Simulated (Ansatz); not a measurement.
## Relativistic treatment of Pd

```
CELL_PARAMETERS angstrom
0.00000 1.94490 1.94490
1.94490 0.00000 1.94490
1.94490 1.94490 0.00000
ATOMIC_POSITIONS crystal
Pd 0.00000 0.00000 0.00000
```

The cell comes from COD entry 9008478, which wasn't checked; take it as a given geometry.

Spin polarisation is left out, and whether a magnetic state lies lower isn't shown here.

One fixed cell is solved with PBE by full-potential LAPW in Ansatz 0.2.0 under different relativistic treatments. Pressure is positive in compression.

Settings: a Γ-centred 18×18×18 k mesh, Fermi–Dirac smearing of 0.05 eV, basis error target 0.25 meV/atom, no spin polarisation.

```csv
setting,P (GPa)
scalar-relativistic,7.51
non-relativistic,?
with spin–orbit coupling,?
"scalar-relativistic, point nuclei",7.50
"scalar-relativistic, inner shells corrected to Dirac",7.53
```

(1) Give the missing entry: row "non-relativistic", column "P (GPa)".

(2) Give the missing entry: row "with spin–orbit coupling", column "P (GPa)".

## Answers

(1) 17.03.

(2) 7.61.
